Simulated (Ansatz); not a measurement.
# HfO2 under changes of volume

One of the cells (10.955 Å³/atom); the others are scaled copies at fixed shape and fractional positions:

```xyz
12
Lattice="5.2195 0.0000 0.0000 0.0000 5.0048 0.0000 0.0000 0.0000 5.0327" Properties=species:S:1:pos:R:3 pbc="T T T"
Hf    5.0472    3.6661    3.7314
Hf    2.7820    3.6661    1.2151
Hf    2.4375    1.3387    3.7314
Hf    0.1723    1.3387    1.2151
O     3.2994    4.6477    4.4251
O     4.5298    4.6477    1.9087
O     1.2211    2.7020    2.4776
O     1.3886    2.7020    4.9939
O     3.9984    2.3028    4.9939
O     3.8308    2.3028    2.4776
O     0.6896    0.3571    4.4251
O     1.9201    0.3571    1.9087
```

Measurements of this composition are mostly on another form, of space group No. 14.

- Program: Ansatz 0.2.0
- Functional: PBE
- Potentials or basis: SPMS NC
- Cutoff: 1034 eV (not typed: the program's choice for these potentials)
- k mesh: 5 × 6 × 5
- Occupations: fermi-dirac, width 0.05 eV
- Spin: no spin polarisation

| volume (Å³/atom) | energy over the lowest point (meV/atom) | pressure (GPa) | gap on the mesh (eV) | largest force (eV/Å) |
| --- | --- | --- | --- | --- |
| 10.298 | 74.09 | 26.5 | 4.72 | 0.316 |
| 10.517 | 42.71 | 19.5 | 4.64 | 0.225 |
| 10.736 | 20.48 | 13.1 | 4.57 | 0.143 |
| 10.955 | 6.51 | 7.4 | 4.50 | 0.083 |
| 11.175 | 0.00 | 2.2 | 4.43 | 0.087 |
| 11.394 | 0.22 | -2.5 | 4.36 | 0.137 |
| 11.613 | ? | ? | ? | ? |

What does the run at 11.613 Å³/atom give?

Energy over the lowest point 6.55 meV/atom; pressure -6.7 GPa; gap on the mesh 4.29 eV; largest force 0.196 eV/Å.

Worked out: A Birch-Murnaghan fit of order 3 (a polynomial in V^(-2/3)) to the other rows has its minimum at 11.28 Å³/atom with B0 = V·E''(V) = 241 GPa and B' = 4.3 at fixed shape and positions, which overstates the stiffness. It gives 6.52 meV/atom at 11.613 Å³/atom, against the run's 6.55, and -dE/dV = -6.7 GPa, against -6.7. A straight line through the other rows of the gap, of slope -3.53 eV per unit of ln V, extrapolates to 4.29 eV, against the run's 4.29.

Energies are extrapolated to zero smearing.

Caveats: odd divisions of the mesh miss points on the zone boundary, where band edges often lie, so the gap on the mesh can be too wide; spin-orbit coupling is left out, which moves the levels of the heavy elements.

A mesh can miss the band edges.
